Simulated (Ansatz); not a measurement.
# Mo (Im-3m) in Ansatz: further runs

One crystal, Mo, is run at these levels: PBE, PBEsol+D3(BJ); tasks: single point, relaxation of cell and atoms.

Program: Ansatz 0.2.0. These are calculated values, not measurements. Logs are shortened: lines on timing, memory, paths and dates and some standing lists are left out, and cuts for length are marked.

## 1. Starting point

The structure is cubic, space group Im-3m (No. 229). The conventional cell has a = 3.168 Å, b = 3.168 Å, c = 3.168 Å, α = 90.00°, β = 90.00°, γ = 90.00°. Mo (site symmetry m-3m) has 8 Mo at 2.74 Å as nearest neighbours.

## 2. Single point, PBE

Contents of input.yaml:

```yaml
crystal:
  lattice:
    - [-1.5838089719, 1.5838089719, 1.5838089719]
    - [1.5838089719, -1.5838089719, 1.5838089719]
    - [1.5838089719, 1.5838089719, -1.5838089719]
  atoms:
    - { symbol: Mo, position: [0.0, 0.0, 0.0] }
kpoints:
  mp_grid: { grid: [12, 12, 12] }
scf:
  occupations: { method: gaussian, width: 0.022 }
hamiltonian:
  xc: pbe
  pseudopotentials: { kind: all_electron, lapw: { basis_error: 0.001 } }
output:
  forces: true
  stress: true
  eigenvalues: true
```

Potentials or basis: all-electron LAPW, scalar-relativistic.

Run with:

```
$ ansatz run input.yaml --threads 1 --pin off --max-ram 3072MiB --backend cpu --events-out ev --progress --plain --runs-dir out
```

What it wrote:

```text
Warning: RAYON_NUM_THREADS=1 ignored (pool sized by the plan → 1); use --threads N
LAPW: plane waves up to 8.080 Å⁻¹, error target 1.0e-3 eV per atom; small_component_spin mean_spin; Mo in spheres of 1.372 Å, 30 of its electrons in bands, Dirac shells [] (how accurate: hamiltonian.pseudopotentials.lapw.basis_error, Limitations)
Engine: ansatz 0.2.0, x86_64-unknown-linux-gnu
Pseudopotentials: kind: all_electron
Pseudopotential: Mo, LAPW, valence charge 30, lapw/all_electron/scalar/gaussian/Mo, Koelling and Harmon's equation, gaussian nucleus
Functional definition: PBE
  parameter kappa = 0.804
  parameter beta = 0.06672455060314922
  exchange = pbe_x(kappa = kappa, mu = beta*pi^2/3)
  correlation = pbe_c(beta = beta)
Crystal: 1 atoms, lattice volume = 15.892 Å³
Basis set: ecut = 248.74271778433078 eV, 141 PW (Γ), exchange–correlation at level 2
Bands: 19, of which v1, the nominal top of the filled ones, is band 15 counted from 1 (14 counted from 0)
Symmetry: 48 space group operations
Space group: Im-3m (ITA 229), of the structure as read, at distance tolerance 2.5e-5 Å
k-points: 72 of 1728
Non-local potential: Mo, projectors of the file, none
Initial density: superposition of atomic densities (chi_scale 0.1, normalization cell)
Initial wavefunctions: plane waves of lowest kinetic energy (no species holds an atomic orbital)
Functional: x = pbe(κ = 0.804, μ = 0.2195149727645171), c = pbe(β = 0.06672455060314922)
iter 1 solved again at ethr=8.97e-4 eV; its pass at ethr=1.00e-1 eV (dr2=2.69e-1 eV) is discarded
SCF iter   1: F=—  HF=-110178.473233 eV  |F-HF|=—  |Δ(HF+E_count)|=         —  Δρ=5.38e-2  dr2=2.70e-1  ethr=8.97e-4  ⟨swp⟩=2.4  Hψ=8417  notcnv=0
preconditioner: auto → Kerker (q_TF=auto, 3.033 Å⁻¹)  [metal: Δε(μ)=0.004 eV  Ē_g=8.502 eV  σ=0.022 eV  W_gap=0.10  n_scr=12 (ndim 8)  ℏωp=22.8 eV  f_vac=0.000  D(μ)=1.06/eV (n_scr^D=12)]
SCF iter   2: F=—  HF=-110177.879612 eV  |F-HF|=—  |Δ(HF+E_count)|=   5.94e-1  Δρ=2.27e-2  dr2=5.76e-2  ethr=8.97e-4  ⟨swp⟩=2.2  Hψ=4240  notcnv=0  defer=1
preconditioner: auto → none  [insulator: Δε(μ)=0.102 eV  Ē_g=8.229 eV  σ=0.022 eV  W_gap=0.76  n_scr=12 (ndim 8)  ℏωp=22.8 eV  f_vac=0.000  D(μ)=0.59/eV (n_scr^D=0)  ε∞_Penn≈8.7]
SCF iter   3: F=—  HF=-110177.861386 eV  |F-HF|=—  |Δ(HF+E_count)|=         —  Δρ=8.71e-3  dr2=8.89e-3  ethr=1.92e-4  ⟨swp⟩=2.0  Hψ=4155  notcnv=0  defer=1
the basis was enlarged: its passes take 557.4 KiB over the memory plan, 1 of 1 planned eigensolver slots
iter 4 solved again at ethr=2.14e-7 eV; its pass at ethr=2.96e-5 eV (dr2=6.42e-5 eV) is discarded
SCF iter   4: F=—  HF=-110177.861463 eV  |F-HF|=—  |Δ(HF+E_count)|=   7.72e-5  Δρ=7.34e-4  dr2=6.38e-5  ethr=2.14e-7  ⟨swp⟩=2.0  Hψ=6716  notcnv=0
SCF iter   5: F=—  HF=-110177.861455 eV  |F-HF|=—  |Δ(HF+E_count)|=   8.71e-6  Δρ=6.38e-5  dr2=3.34e-7  ethr=2.13e-7  ⟨swp⟩=2.0  Hψ=3962  notcnv=0
SCF iter   6: F=-110177.861455 eV  HF=-110177.861455 eV  |F-HF|=2.91e-10  |Δ(HF+E_count)|=   2.85e-7  Δρ=2.28e-6  dr2=5.40e-10  ethr=1.11e-9  ⟨swp⟩=3.0  Hψ=4089  notcnv=0
SCF 1 converged in 6 iterations: F = -110177.861455 eV  dr2 = 5.40e-10
SCF converged after 6 iterations
Free energy (F): -110177.861455 eV
Harris-Foulkes:  -110177.861455 eV  (|F-HF|=2.91e-10)
Internal energy: -110177.861343 eV  (E = F + TS)
E sigma→0 (E₀):  -110177.861399 eV
Entropy (-TS):   -0.000112 eV (-0.112 meV/atom)
Fermi energy:    22.949778 eV
--- Per-component energies (eV) ---
  E_band       = -4093.159896
  E_kinetic    = 114177.350102
  E_xc         = -3370.963715
  E_electrostatic = -220984.247730  (all electrons and nuclei)
  E_smearing   = -0.000112  (= −TS)
  E_closure    = 0.000000  (closes the sum)
  E_atoms      = -110166.923224  (free atoms, spherical and without spin; not in F)
  Σ components = -110177.861455   (vs F -110177.861455, Δ=0.00e0)
  Basis errors (estimates in eV, not in F): energy 2.5e-4 per atom: plane waves 2.0e-4 (1.0e-4 summed), levels above the bands 0.0e0, relativity 6.3e-8, radial functions 4.5e-5, core shells 1.4e-7; eigenvalues (radial functions only) 2.2e-6; not estimated: angular momenta, meshes, grids; target (lapw.basis_error) 1.0e-3; muffin-tin radii Mo 1.372 Å
--- Forces (eV/Å), atoms counted from 1 ---
  atom   1  Mo    -0.00000000     0.00000000     0.00000000
  max |Σ_I F_I| component: 1.35e-30 eV/Å
--- Stress (GPa, compression-positive) ---
       -1.935859      -0.000000       0.000000
       -0.000000      -1.935859      -0.000000
        0.000000      -0.000000      -1.935859
  P = ⅓ Tr σ = -1.9359 GPa (-19.359 kbar)
--- Band table (eV; the first three rows and the last of 72) ---
  k-point 0: bands = ["-352.8965", "-352.8965", "-352.8965", "-194.7955", "-194.7955", "-194.7666", "-194.7666", "-194.7666", "-38.2722", "-11.5679", "-11.5679", "-11.5679", "15.8337", "21.6764", "21.6764", "21.6764", "24.6392", "24.6392", "37.6746"]
  k-point 1: bands = ["-352.8965", "-352.8965", "-352.8965", "-194.7955", "-194.7955", "-194.7666", "-194.7666", "-194.7666", "-38.2560", "-11.6629", "-11.5973", "-11.5686", "16.1318", "21.5105", "21.6451", "21.9573", "24.4088", "24.6448", "37.8848"]
  k-point 2: bands = ["-352.8965", "-352.8965", "-352.8965", "-194.7955", "-194.7955", "-194.7666", "-194.7666", "-194.7666", "-38.2114", "-11.9175", "-11.6770", "-11.5704", "16.9216", "21.0883", "21.4987", "22.7734", "24.0834", "24.6837", "38.1755"]
  k-point 71: bands = ["-352.8965", "-352.8965", "-352.8965", "-194.7955", "-194.7955", "-194.7666", "-194.7666", "-194.7666", "-37.8506", "-12.4861", "-12.4861", "-12.4861", "17.6972", "17.6972", "26.8931", "26.8931", "26.8931", "31.9300", "31.9300"]
```

It took 4.5 s on 1 thread of Intel Xeon Platinum 8375C at 2.90GHz (Ice Lake), shared host; peak memory 0.3 GiB.

Results:

```yaml
Free_energy: -110177.8615 eV
Pressure: -1.9 GPa
Band_gap_on_the_k_mesh: none (metal or under the smearing width)
```

## 3. Relaxation of cell and atoms, PBEsol+D3(BJ)

input.yaml: that of step 2 with these lines changed.

```diff
@@ -10,5 +10,6 @@
 scf:
-  occupations: { method: gaussian, width: 0.022 }
+  occupations: { method: fermi_dirac, width: 0.05 }
 hamiltonian:
-  xc: pbe
+  xc: pbesol
+  dispersion: d3bj
   pseudopotentials: { kind: all_electron, lapw: { basis_error: 0.001 } }
@@ -17,2 +18,5 @@
   stress: true
-  eigenvalues: true
+relax:
+  f_tol: 0.02
+  max_steps: 60
+  cell: {}
```

Potentials or basis: all-electron LAPW, scalar-relativistic.

Run with:

```
$ ansatz run input.yaml --threads 1 --pin off --max-ram 3072MiB --backend cpu --events-out ev --progress --plain --runs-dir out
```

Run time: 19 s. Hardware: 1 thread of Intel Xeon Platinum 8375C at 2.90GHz (Ice Lake), shared host; peak memory 0.33 GiB.

It converged, with:

```
Free energy                            : -110120.0599 eV
Relaxed volume                         : 14.92 Å³/atom
Relaxed cell                           : a = 2.686 Å, b = 2.686 Å, c = 2.686 Å, α = 109.47°, β = 109.47°, γ = 109.47°
Space group after relaxing (to 0.05 Å) : Im-3m (No. 229)
Energy gained by relaxing              : 53.6 meV/atom
Ionic steps                            : 5
Pressure after relaxing                : 0.0 GPa
```

The path:
| step | energy change (eV) | largest force (eV/Å) | volume (Å³) |
| --- | --- | --- | --- |
| 1 | 0.0000 | 0.0000 | 15.89 |
| 2 | -0.0526 | 0.0000 | 15.04 |
| 3 | -0.0536 | 0.0000 | 14.92 |
| 4 | -0.0536 | 0.0000 | 14.92 |
| 5 | -0.0536 | 0.0000 | 14.92 |

Final structure:
```
Mo
1.0
    -1.55071    1.55071    1.55071
     1.55071   -1.55071    1.55071
     1.55071    1.55071   -1.55071
Mo
1
Direct
  0.00000 0.00000 0.00000
```
